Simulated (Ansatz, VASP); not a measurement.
**Two plane-wave programs on Ba**

Contents of INCAR:

```
SYSTEM = Ba
PREC = Accurate
ENCUT = 520
EDIFF = 1E-7
ISMEAR = -1
SIGMA = 0.05
LREAL = .False.
LASPH = .True.
NELM = 100
ALGO = Normal
ISIF = 2
LWAVE = .False.
LCHARG = .False.
GGA = PE
NBANDS = 11
```

KPOINTS

```
regular mesh
0
Gamma
  8 8 8
  0 0 0
```

File POSCAR:

```
Ba
1.0
   -2.5065000000      2.5065000000      2.5065000000
    2.5065000000     -2.5065000000      2.5065000000
    2.5065000000      2.5065000000     -2.5065000000
Ba
1
Direct
    0.0000000000      0.0000000000      0.0000000000
```

input.yaml

```yaml
crystal:
  lattice:
    - [-2.5065, 2.5065, 2.5065]
    - [2.5065, -2.5065, 2.5065]
    - [2.5065, 2.5065, -2.5065]
  atoms:
    - { symbol: Ba, position: [0.0, 0.0, 0.0] }
hamiltonian:
  xc: pbe
  pseudopotentials: { kind: paw }
kpoints:
  mp_grid: { grid: [8, 8, 8] }
scf:
  occupations: { method: fermi_dirac, width: 0.05 }
output:
  forces: true
  stress: true
  eigenvalues: true
  write_density: true
  write_potential: true
  elf: true
  volumetric_format: npy
```

Alike in both runs: task single point; functional PBE; k mesh 8 × 8 × 8; occupations fermi-dirac, width 0.05 eV; no spin polarisation.

|  | VASP | Ansatz |
| --- | --- | --- |
| version | VASP 6.6.1 | Ansatz 0.2.0 |
| potentials or method | VASP PAW PBE potentials, release 64 (Ba_sv) | Ansatz PAW |
| plane-wave cutoff (eV) | 520 | 420 |
| valence electrons in the cell | 10 | 10 |

```tsv
	VASP	Ansatz	Ansatz less VASP
gap on the k mesh at the Fermi level (eV)	none	none	-
pressure (GPa)	0.0	0.0	-0.05
```

A gap of «none» marks a metal or a gap that the smearing closes. The functional is the same, so the differences come from potentials, cutoffs and numerics.

Spin-orbit coupling is left out, which matters for the levels of Ba.
